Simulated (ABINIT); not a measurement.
# CuO in ABINIT: convergence with pawecutdg

Crystal: CuO.

```
CELL_PARAMETERS angstrom
2.87950 0.00000 0.00000
0.03907 2.87928 0.00000
0.01750 0.01724 5.17634
ATOMIC_POSITIONS crystal
Cu 0.98699 0.50655 0.99987
Cu 0.48639 0.00099 0.50254
O 0.99593 0.99062 0.74703
O 0.00004 0.99172 0.25001
```

The cell comes from a database or a generator and needn't be the stable form of this composition.

The cell isn't the ideal one: atoms moved at random, drawn with an rms of 0.05 Å.

```yaml
Program: ABINIT 10.8.3 (patched build)
Task: single point
Functional: PBEsol
Potentials_or_basis: JTH PAW PBE v2.0
Cutoff: 707 eV
k_mesh: 6 × 6 × 4
Occupations: methfessel-paxton, width 0.1 eV
Spin: no spin polarisation
```

These are the settings of the first run; the series varies pawecutdg, with any setting tied to it.

Hardware: 4 MPI ranks on Arm Neoverse V2 (shared host).

Q: The values tried are 26.8, 31.2, 39, 46.8, 57.2, 70.2, 85.8, loosest first. From which on does the largest force stay within 0.005 eV/Å of the tightest run that finished?

A: From 39 on.

| pawecutdg | energy less the tightest run (meV/atom) | pressure (GPa) | largest force (eV/Å) | SCF cycles | CPU time (s) |
| --- | --- | --- | --- | --- | --- |
| 26.8 | -0.22 | -1.50 | 0.661 | 20 | 220 |
| 31.2 | -0.05 | -1.46 | 0.647 | 20 | 230 |
| 39 | -0.02 | -1.46 | 0.661 | 20 | 210 |
| 46.8 | 0.05 | -1.47 | 0.659 | 20 | 210 |
| 57.2 | 0.03 | -1.48 | 0.658 | 21 | 220 |
| 70.2 | 0.02 | -1.47 | 0.659 | 20 | 210 |
| 85.8 | 0.00 | -1.47 | 0.658 | 21 | 230 |

Against the tightest run, the energy stays within 1 meV/atom from 26.8 on; the pressure stays within 0.1 GPa from 26.8 on. The tightest run that finished is the yardstick and may itself not be fully converged.

Caveat, for the tightest run too: the k mesh is coarse (spacing up to 0.36 Å⁻¹), so the values aren't converged; the PAW data sets were made with another functional, which shifts forces and pressure a little; the run has no spin polarisation, though such a crystal can be magnetic.
